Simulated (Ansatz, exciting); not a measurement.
This is a calculation of In for exciting (release sodium). The given cell was strained at random by a few per cent at fixed volume. This isn't the form of In at room conditions, which is tetragonal.

File input.xml:

```xml
<input>
  <title>In</title>
  <structure speciespath="./" tshift="false">
    <crystal scale="1">
      <basevect>-3.533317311245 3.509467077826 3.616692027864</basevect>
      <basevect>3.464878989916 -3.614670020910 3.653458539344</basevect>
      <basevect>3.512090017687 3.593442727352 -3.721894970948</basevect>
    </crystal>
    <species speciesfile="In.xml" rmt="2.3">
      <atom coord="-0.000103000000 -0.002171000000 0.001470000000"/>
    </species>
  </structure>
  <groundstate do="fromscratch" ngridk="10 10 10" rgkmax="9" gmaxvr="14" lmaxapw="10" lmaxmat="10" lmaxvr="8" xctype="GGA_PBE_SOL" stype="Fermi Dirac" swidth="0.00183747" nempty="8" ValenceRelativity="iora*" epsengy="1e-05" epspot="1e-05" maxscl="60" tforce="true" outputlevel="normal"/>
</input>
```

Potentials or basis: all-electron LAPW+lo, shipped species files, valence relativity iora*.

Run with:

```bash
$ OMP_NUM_THREADS=1 exciting_smp
```

Task: Translate it to Ansatz 0.2.0. Potentials or basis there: Ansatz PAW, cutoff 420 eV.

Result: As run (cutoffs and basis follow the program's own potentials, and thresholds, step limits or extra output files can differ):

The input input.yaml:

```yaml
crystal:
  lattice:
    - [-1.869751, 1.85713, 1.913871]
    - [1.833535, -1.912801, 1.933327]
    - [1.858518, 1.901568, -1.969542]
  atoms:
    - { symbol: In, position: [-0.000103, -0.002171, 0.00147] }
hamiltonian:
  xc: pbesol
  pseudopotentials: { kind: paw }
kpoints:
  mp_grid: { grid: [10, 10, 10] }
scf:
  occupations: { method: fermi_dirac, width: 0.05 }
output:
  forces: true
  stress: true
  eigenvalues: true
```

Potentials or basis: Ansatz PAW.

The run is started by

```bash
$ ansatz run input.yaml --threads 1 --pin off --max-ram 3584MiB --backend cpu --events-out ev --progress --plain --runs-dir out
```

Both were run:

|  | exciting | Ansatz |
| --- | --- | --- |
| Energy over the undisturbed cell | 1.5 meV/atom | 1.5 meV/atom |

Ansatz's potentials were made for PBE.

Where Ansatz's input types no cutoff or centring, it takes its own default and a Γ-centred mesh.
